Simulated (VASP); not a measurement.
# N2 in VASP: further runs

The runs below take N2 through relaxation of the atoms, vibrations by finite differences, with PBE+D3.

Everything below comes from runs of VASP 6.6.1. Logs are shortened: lines on timing, memory, paths and dates and some standing lists are left out, and cuts for length are marked.

## Step 1: Starting point

The cell holds a molecule in a box, 2 atoms: a = 11.441 Å, b = 11.941 Å, c = 12.441 Å, α = 90.00°, β = 90.00°, γ = 90.00°.

## Step 2: Relaxation of the atoms, PBE+D3

Input file INCAR:

```
  PREC = Accurate
  ENCUT = 400
  EDIFF = 1E-6
  ISMEAR = 0
  SIGMA = 0.01
  LREAL = False
  LASPH = True
  NELM = 100
  ALGO = Normal
  ISIF = 2
  LWAVE = False
  LCHARG = False
  GGA = PE
  IVDW = 11
  IBRION = 2
  NSW = 120
  EDIFFG = -0.03
  ISYM = 0
```

Input file KPOINTS:

```
regular mesh
0
Gamma
  1 1 1
```

Input file POSCAR:

```
N
1.0
   11.4414717937      0.0000000000      0.0000000000
    0.0000000000     11.9414717937      0.0000000000
    0.0000000000      0.0000000000     12.4414717937
N
2
Selective dynamics
Direct
    0.5214622657      0.5159199176      0.4621639703  F F F
    0.4785377343      0.4924542595      0.5378360297  T T T
```

Potentials or basis: VASP PAW PBE potentials, release 64 (N).

Launch:

```
cat potpaw_PBE.64/N/POTCAR > POTCAR
mpirun -np 1 vasp_gam > vasp.out
```

OUTCAR:

```text
PREC = Accurate
   ENCUT = 400
   EDIFF = 1E-6
   ISMEAR = 0
   LREAL = False
   LASPH = True
   NELM = 100
   ISIF = 2
   GGA = PE
   IVDW = 11
   IBRION = 2
   NSW = 120
   EDIFFG = -0.03
   ISYM = 0
 IVDW          = 11

 ion  position               nearest neighbor table
   1  0.521  0.516  0.462-   2 1.10
   2  0.479  0.492  0.538-   1 1.10

IMPORTANT INFORMATION: All symmetrisations will be switched off!
NOSYMM: (Re-)initialisation of all symmetry stuff for point group C_1.

----------------------------------------------------------------------------------------

                                     Primitive cell

  volume of cell :    1699.8536

  direct lattice vectors                    reciprocal lattice vectors
    11.441471794  0.000000000  0.000000000     0.087401343  0.000000000  0.000000000
     0.000000000 11.941471794  0.000000000     0.000000000  0.083741771  0.000000000
     0.000000000  0.000000000 12.441471794     0.000000000  0.000000000  0.080376343

  length of vectors
    11.441471794 11.941471794 12.441471794     0.087401343  0.083741771  0.080376343

  position of ions in fractional coordinates (direct lattice)
     0.521462266  0.515919918  0.462163970
     0.478537734  0.492454260  0.537836030

  ion indices of the primitive-cell ions
   primitive index   ion index
                 1           1
                 2           2

----------------------------------------------------------------------------------------

 KPOINTS: regular mesh

Automatic generation of k-mesh.
 Grid dimensions read from file:
 generate k-points for:    1    1    1

 Generating k-lattice:

  Cartesian coordinates                     Fractional coordinates (reciprocal lattice)
     0.087401343  0.000000000  0.000000000     1.000000000  0.000000000  0.000000000
     0.000000000  0.083741771  0.000000000     0.000000000  1.000000000  0.000000000
     0.000000000  0.000000000  0.080376343     0.000000000  0.000000000  1.000000000

  Length of vectors
     0.087401343  0.083741771  0.080376343

  Shift w.r.t. Gamma in fractional coordinates (k-lattice)
     0.000000000  0.000000000  0.000000000

 Subroutine IBZKPT returns following result:
 ===========================================

 Found      1 irreducible k-points:

 Following reciprocal coordinates:
            Coordinates               Weight
  0.000000  0.000000  0.000000      1.000000
   k-points           NKPTS =      1   k-points in BZ     NKDIM =      1   number of bands    NBANDS=      9
   number of dos      NEDOS =    301   number of ions     NIONS =      2
   total plane-waves  NPLWV = 537600
   dimension x,y,z NGX =    80 NGY =   80 NGZ =   84
   dimension x,y,z NGXF=   160 NGYF=  160 NGZF=  168
   ions per type =               2
   NGX,Y,Z   is equivalent  to a cutoff of  11.62, 11.14, 11.22 a.u.
   NGXF,Y,Z  is equivalent  to a cutoff of  23.25, 22.27, 22.45 a.u.
 SYSTEM =  unknown system
   PREC   = accura    normal or accurate (medium, high low for compatibility)
   ISTART =      0    job   : 0-new  1-cont  2-samecut
   ICHARG =      2    charge: 1-file 2-atom 10-const
   ISPIN  =      1    spin polarized calculation?
   LNONCOLLINEAR =      F non collinear calculations
   LSORBIT =      F    spin-orbit coupling
   LASPH  =      T    aspherical Exc in radial PAW
   ENCUT  =  400.0 eV  29.40 Ry    5.42 a.u.  18.66 19.47 20.29*2*pi/ulx,y,z
   NELM   =    100;   NELMIN=  2; NELMDL= -5     # of ELM steps
   EDIFF  = 0.1E-05   stopping-criterion for ELM
   LREAL  =      F    real-space projection
   EDIFFG = -.3E-01   stopping-criterion for IOM
   NSW    =    120    number of steps for IOM
   IBRION =      2    ionic relax: 0-MD 1-quasi-New 2-CG
   NFREE  =      1    steps in history (QN), initial steepest desc. (CG)
   ISIF   =      2    stress and relaxation
   ISYM   =      0    0-nonsym 1-usesym 2-fastsym
   POTIM  = 0.5000    time-step for ionic-motion
   TEBEG  =    0.0;   TEEND  =   0.0 temperature during run
   PSTRESS=    0.0 pullay stress
   NELECT =      10.0000    total number of electrons
   NUPDOWN=      -1.0000    fix difference up-down
   EMIN   =  10.00;   EMAX   =-10.00  energy-range for DOS
   EFERMI =   0.00;   METHOD = LEGACY
   ISMEAR =     0;   SIGMA  =   0.01  broadening in eV -4-tet -1-fermi 0-gaus
   EFERMI_NEDOS =   21; number of points for ismear=-14 and -15
   IALGO  =     38    algorithm
   IMIX   =      4    mixing-type and parameters
     AMIX     =   0.40;   BMIX     =  1.00
     AMIX_MAG =   1.60;   BMIX_MAG =  1.00
  volume/ion in A,a.u.               =     849.93      5735.59
  Fermi-wavevector in a.u.,A,eV,Ry     =   0.295532  0.558474  1.188320  0.087339
  Thomas-Fermi vector in A             =   1.159194
   LORBIT       =      0    0 simple, 1 ext, 2 COOP (PROOUT), +10 PAW based schemes
   GGA     = PE    functional components
   LHFCALC =     F    Hartree Fock is set to
   AEXX    =    0.0000 exact exchange contribution
   IVDW    =    11    specifies the selected vdW correction
   LEPSILON=     F    determine dielectric tensor
   LRPA    =     F    only Hartree local field effects (RPA)
 conjugate gradient relaxation of ions
 non-spin polarized calculation
 Gauss-broadening in eV      SIGMA  =   0.01
  energy-cutoff  :      400.00
  volume of cell :     1699.85
 maximum number of plane-waves:     15454
 NGX is ok and might be reduce to    80
   NGX = 37   NGY = 39   NGZ = 41

--------------------------------------- Ionic step        1  -------------------------------------------

 number of electron      10.0000002 magnetization

 Free energy of the ion-electron system (eV)
  ---------------------------------------------------
  ext. energy  EPLUGINS =         0.00000000
  ---------------------------------------------------
  free energy    TOTEN  =       -16.59422224 eV

  energy without entropy =      -16.59422224  energy(sigma->0) =      -16.59422224

------------------------ aborting loop because EDIFF is reached ----------------------------------------

 Edisp (eV)   -0.00009

 E8    (eV) :    -0.0000

  FORCE on cell =-STRESS in cart. coord.  units (eV):
  Direction    XX          YY          ZZ          XY          YZ          ZX
  --------------------------------------------------------------------------------------
  -------------------------------------------------------------------------------------
  Total      -0.43841    -0.86648     1.21504     0.35443    -0.67518    -1.18800
  in kB      -0.41322    -0.81669     1.14522     0.33406    -0.63639    -1.11973
  external pressure =       -0.03 kB  Pullay stress =        0.00 kB
[... 21 lines left out ...]
  energy  without entropy=      -16.5943076022  energy(sigma->0) =      -16.59430760

--------------------------------------- Ionic step        2  -------------------------------------------

 number of electron      10.0000000 magnetization

 E-fermi :  -9.9240     XC(G=0):  -0.4045

 val. band max:      -10.0333387062   @ k =   0.0000   0.0000   0.0000
 cond. band min:      -3.3978722284   @ k =   0.0000   0.0000   0.0000
 fundamental gap:      6.6354664778
 Fermi energy:        -9.9239920792

 k-point     1 :       0.0000    0.0000    0.0000
  band No.  band energies     occupation
      1     -26.1311      2.00000
      2     -14.4044      2.00000
      3     -10.5182      2.00000
      4     -10.5180      2.00000
      5     -10.0333      2.00000
      6      -3.3979      0.00000
      7      -3.3976      0.00000
      8      -0.2011      0.00000
      9       0.7204      0.00000

------------------------ aborting loop because EDIFF is reached ----------------------------------------
[... 73 lines left out ...]
  energy  without entropy=      -16.6224702083  energy(sigma->0) =      -16.62247021

--------------------------------------- Ionic step        4  -------------------------------------------

 number of electron      10.0000002 magnetization

 Free energy of the ion-electron system (eV)
  ---------------------------------------------------
  ext. energy  EPLUGINS =         0.00000000
  ---------------------------------------------------
  free energy    TOTEN  =       -16.62243928 eV

  energy without entropy =      -16.62243928  energy(sigma->0) =      -16.62243928

 E-fermi : -10.0491     XC(G=0):  -0.3984

 val. band max:      -10.1124019602   @ k =   0.0000   0.0000   0.0000
 cond. band min:      -2.0952470749   @ k =   0.0000   0.0000   0.0000
 fundamental gap:      8.0171548853
 Fermi energy:       -10.0491468652

 k-point     1 :       0.0000    0.0000    0.0000
  band No.  band energies     occupation
      1     -28.0791      2.00000
      2     -13.5189      2.00000
      3     -11.4395      2.00000
      4     -11.4393      2.00000
      5     -10.1124      2.00000
      6      -2.0952      0.00000
      7      -2.0948      0.00000
      8      -0.1828      0.00000
      9       0.7419      0.00000

------------------------ aborting loop because EDIFF is reached ----------------------------------------
[... 29 lines left out ...]
  FREE ENERGIE OF THE ION-ELECTRON SYSTEM (eV)
  ---------------------------------------------------
  free  energy   TOTEN  =       -16.6225253472 eV

  energy  without entropy=      -16.6225253472  energy(sigma->0) =      -16.62252535

 reached required accuracy - stopping structural energy minimisation
```

Wall time 96 s (1 thread of Intel Xeon 6975P-C (Granite Rapids), shared host); peak memory 1 GiB.

Results:

* Free energy: -16.6225 eV
* Energy gained by relaxing: 14.1 meV/atom
* Ionic steps: 4
* Gap between the frontier levels: 8.02 eV
* Dispersion energy per atom: 0.000 eV

Step by step:
| step | energy change (eV) | largest force (eV/Å) | pressure (GPa) |
| --- | --- | --- | --- |
| 1 | 0.0000 | 3.0668 | 0.00 |
| 2 | 0.8845 | 11.9397 | -0.55 |
| 3 | -0.0282 | 0.1291 | -0.11 |
| 4 | -0.0282 | 0.0094 | -0.10 |

Final structure:
```
CELL_PARAMETERS angstrom
11.44147 0.00000 0.00000
0.00000 11.94147 0.00000
0.00000 0.00000 12.44147
ATOMIC_POSITIONS crystal
N 0.52146 0.51592 0.46216
N 0.47780 0.49205 0.53914
```

Caveat: the cutoff is under 1.25 times the usual one of these potentials, so pressure, stress and relaxed cells hold a basis-set (Pulay) error; the standard files for N, O and F lose accuracy on very short bonds.

## Step 3: Vibrations by finite differences, PBE+D3

Input file INCAR:

```
  PREC = Accurate
  ENCUT = 400
  EDIFF = 1E-7
  ISMEAR = 0
  SIGMA = 0.01
  LREAL = False
  LASPH = True
  NELM = 100
  ALGO = Normal
  ISIF = 2
  LWAVE = False
  LCHARG = False
  GGA = PE
  IVDW = 11
  NBANDS = 12
  IBRION = 5
  NFREE = 2
  POTIM = 0.015
  NSW = 1
  ISYM = 0
```

KPOINTS is that of step 2.

Input file POSCAR:

```
N                                       
1.0
   11.4414717937      0.0000000000      0.0000000000
    0.0000000000     11.9414717937      0.0000000000
    0.0000000000      0.0000000000     12.4414717937
  N             
     2
Selective dynamics
Direct
0.5214622657000021  0.5159199176000016  0.4621639702999971  T T T
0.4777975652272807  0.4920518518363481  0.5391389410296434  T T T
```

Potentials or basis: VASP PAW PBE potentials, release 64 (N).

Launch:

```
cat potpaw_PBE.64/N/POTCAR > POTCAR
mpirun -np 1 vasp_gam > vasp.out
```

OUTCAR:

```text
PREC = Accurate
   ENCUT = 400
   EDIFF = 1E-7
   ISMEAR = 0
   LREAL = False
   LASPH = True
   NELM = 100
   ISIF = 2
   GGA = PE
   IVDW = 11
   IBRION = 5
   NFREE = 2
   POTIM = 0.015
   NSW = 1
   ISYM = 0
 IVDW          = 11

 ion  position               nearest neighbor table
   1  0.521  0.516  0.462-   2 1.12
   2  0.478  0.492  0.539-   1 1.12

IMPORTANT INFORMATION: All symmetrisations will be switched off!
NOSYMM: (Re-)initialisation of all symmetry stuff for point group C_1.

----------------------------------------------------------------------------------------

                                     Primitive cell
[... 357 lines left out ...]
 fundamental gap:      8.1695849629
 Fermi energy:       -10.0382178381

 k-point     1 :       0.0000    0.0000    0.0000
  band No.  band energies     occupation
      1     -28.2825      2.00000
      2     -13.4267      2.00000
      3     -11.5450      2.00000
      4     -11.5448      2.00000
      5     -10.1178      2.00000
      6      -1.9482      0.00000
      7      -1.9478      0.00000
      8      -0.1742      0.00000
      9       0.7493      0.00000
     10       0.7675      0.00000
     11       0.8013      0.00000
     12       0.8811      0.00000
[... 31 lines left out ...]
  FREE ENERGIE OF THE ION-ELECTRON SYSTEM (eV)
  ---------------------------------------------------
  free  energy   TOTEN  =       -16.6097743785 eV

  energy  without entropy=      -16.6097743785  energy(sigma->0) =      -16.60977438

 SECOND DERIVATIVES (NOT SYMMETRIZED)
 ------------------------------------
               1X          1Y          1Z          2X          2Y          2Z
  1X   -30.230783  -17.245707   57.965565   30.230783   17.245707  -57.965565
  1Y   -17.237377   -9.828952   33.041387   17.237377    9.828952  -33.041387
  1Z    58.081346   33.122819 -111.235021  -58.081346  -33.122819  111.235021
  2X    30.227559   17.247269  -57.962504  -30.227559  -17.247269   57.962504
  2Y    17.238735    9.831183  -33.041876  -17.238735   -9.831183   33.041876
  2Z   -58.073998  -33.122261  111.219754   58.073998   33.122261 -111.219754

 Eigenvectors and eigenvalues of the dynamical matrix
 ----------------------------------------------------

   1 f  =   72.683651 THz   456.684850 2PiTHz 2424.465641 cm-1   300.595294 meV
             X         Y         Z           dx          dy          dz
      5.966296  6.160843  5.750000    -0.316158   -0.180274    0.606276
      5.466707  5.875823  6.707682     0.316150    0.180277   -0.606238
[... 21 lines left out ...]
   6 f/i=    1.056956 THz     6.641051 2PiTHz   35.256258 cm-1     4.371217 meV
             X         Y         Z           dx          dy          dz
      5.966296  6.160843  5.750000    -0.564259   -0.227188   -0.351331
      5.466707  5.875823  6.707682     0.570233    0.210284    0.370377
```

Wall time 6.4 min (1 thread of Intel Xeon 6975P-C (Granite Rapids), shared host); peak memory 1 GiB.

Results:

* Highest phonon frequency at Γ: 2424 cm⁻¹
* Most unstable mode: 35i cm⁻¹
* Dispersion energy per atom: 0.000 eV

Phonon frequencies in cm⁻¹ (negative: imaginary):
| q point | frequencies |
| --- | --- |
| (0.000, 0.000, 0.000) | -35 -12 0 1 4 2424 |

Caveat: the cutoff is under 1.25 times the usual one of these potentials, so pressure, stress and relaxed cells hold a basis-set (Pulay) error; some modes are imaginary; the standard files for N, O and F lose accuracy on very short bonds.
